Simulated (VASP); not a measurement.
Ca: single point with r2SCAN

Crystal: Ca.

```xyz
1
Lattice="-2.0965 2.1017 2.4454 2.0965 -2.1017 2.4454 2.0965 2.1017 -2.4454" Properties=species:S:1:pos:R:3 pbc="T T T"
Ca    0.0000    0.0000    2.4454
```

This isn't the form of Ca at room conditions, which is fcc.

```yaml
Program: VASP 6.6.1
Task: single point
Functional: r2SCAN
Potentials_or_basis: VASP PAW PBE potentials, release 64 (Ca_sv)
Cutoff: 520 eV
k_mesh: 6 × 6 × 6
Occupations: gaussian, width 0.1 eV
Spin: no spin polarisation
```

```
Pressure               : 0.0 GPa
Band gap on the k mesh : none (metal or under the smearing width)
```

Levels at points of the mesh, in eV from the Fermi level:
```tsv
k point	band 3	band 4	band 5	band 6	band 7	band 8
(0.00, 0.00, 0.00)	-23.90	-23.89	-4.28	2.51	2.52	3.14
(0.50, 0.00, 0.00)	-23.93	-23.89	-0.93	-0.27	1.97	3.13
(0.00, 0.50, 0.00)	-23.93	-23.89	-0.92	-0.26	1.96	3.14
(0.50, 0.50, 0.00)	-23.94	-23.91	-0.63	0.26	1.09	4.14
(0.50, 0.50, 0.50)	-23.98	-23.98	-0.06	0.39	2.48	4.45
```

It took 63 s on 1 thread of Intel(R) Xeon(R) Platinum 8488C (Sapphire Rapids), with other jobs on the host, peak memory 0.17 GiB.

Caveat: the PAW data sets were made with another functional, which shifts forces and pressure a little.
